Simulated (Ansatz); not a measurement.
The system is MgO.

```
CELL_PARAMETERS angstrom
0.00000 2.30616 2.30616
2.30616 0.00000 2.30616
2.30616 2.30616 0.00000
ATOMIC_POSITIONS crystal
Mg 0.50000 0.50000 0.50000
O 0.75000 0.75000 0.75000
```

The cell was built by a generator and needn't be a form met in nature.

Base run:

```yaml
Program: Ansatz 0.2.0
Functional: r2SCAN
Potentials_or_basis: Ansatz PAW
Cutoff: "500 eV (not typed: the program's choice for these potentials)"
k_mesh: 10 × 10 × 10
Occupations: fixed
Spin: no spin polarisation
```

Its results: band gap on the k mesh 4.15 eV, direct; electronic dielectric tensor (diagonal) 2.87.

Problem. The run is repeated on the same cell with these changes: functional from r2SCAN to PBEsol; cutoff from 500 eV (not typed: the program's choice for these potentials) to 420 eV (not typed: the program's choice for these potentials). What comes out?

Solution. Band gap on the k mesh 3.36 eV, direct; electronic dielectric tensor (diagonal) 3.13.

r2SCAN gives the wider gap, since meta-GGAs in the generalised Kohn-Sham scheme recover part of the derivative discontinuity.

